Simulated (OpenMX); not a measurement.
The system is Ru.

```xyz
2
Lattice="2.7058 0.0000 0.0000 -1.3529 2.3433 0.0000 0.0000 0.0000 4.2819" Properties=species:S:1:pos:R:3 pbc="T T T"
Ru    1.3529    0.7811    3.2114
Ru    0.0000    1.5622    1.0705
```

Program: OpenMX 3.8.5. Alike in all runs: no spin polarisation; cell as given; smearing fermi-dirac 0.05 eV.

Order these runs on this cell by their pressure, lowest first.
A. level PBE; potentials or basis OpenMX 2013 PBE set, Ru7.0-s3p2d2f1, grid cutoff 400 Ry; k mesh 11 × 11 × 7
B. level PBE; potentials or basis OpenMX 2013 PBE set, Ru7.0-s3p2d1, grid cutoff 400 Ry; k mesh 11 × 11 × 7
C. level LDA; potentials or basis OpenMX 2013 LDA set, Ru7.0-s3p2d2f1, grid cutoff 560 Ry; k mesh 9 × 9 × 5
D. level PBE; potentials or basis OpenMX 2013 PBE set, Ru7.0-s3p2d2, grid cutoff 400 Ry; k mesh 11 × 11 × 7
E. level LDA; potentials or basis OpenMX 2013 LDA set, Ru7.0-s3p2d2, grid cutoff 400 Ry; k mesh 11 × 11 × 7

C (-10.1 GPa), E (-4.1 GPa), A (6.9 GPa), D (12.5 GPa), B (14.4 GPa).

Caveats: the basis of atomic orbitals isn't converged, which shifts pressures, moduli and gaps.

Not every run made on this cell is shown here.
